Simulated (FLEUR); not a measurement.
**CdSe under changes of volume**

One of the cells (28.942 Å³/atom); the others are scaled copies at fixed shape and fractional positions:

```
Cd Se
1.0
     0.00000    3.07027    3.07027
     3.07027    0.00000    3.07027
     3.07027    3.07027    0.00000
Cd Se
1 1
Direct
  0.00000 0.00000 0.00000
  0.25000 0.25000 0.25000
```

Measurements of this composition are mostly on another form, of space group No. 186.

```yaml
Program: FLEUR MaX-R8.1 (patched build s14)
Functional: PBEsol
Potentials_or_basis: all-electron
Basis: FLAPW
Kmax: 4.01 1/bohr
k_mesh: 8 × 8 × 8
Occupations: fermi-dirac, width 0.05 eV
Spin: no spin polarisation
```

```csv
volume (Å³/atom),energy over the lowest point (meV/atom),gap on the mesh (eV)
27.206,?,?
27.784,0.00,0.50
28.942,3.00,0.43
30.100,19.39,0.35
30.679,31.87,0.31
```

**Question.** What does the run at 27.206 Å³/atom give?

**Answer.** Energy over the lowest point 4.41 meV/atom; gap on the mesh 0.55 eV.

Worked out: A Birch-Murnaghan fit of order 2 (a polynomial in V^(-2/3)) to the other rows has its minimum at 28.13 Å³/atom with B0 = V·E''(V) = 52 GPa. It gives 4.47 meV/atom at 27.206 Å³/atom, against the run's 4.41. A straight line through the other rows of the gap, of slope -1.92 eV per unit of ln V (its deformation potential), extrapolates to 0.54 eV, against the run's 0.55.

Energies are extrapolated to zero smearing.

Caveats: the plane-wave cutoff is short for the semicore states, which can make moduli rough.

Spin-orbit coupling on Cd, Se is left out.
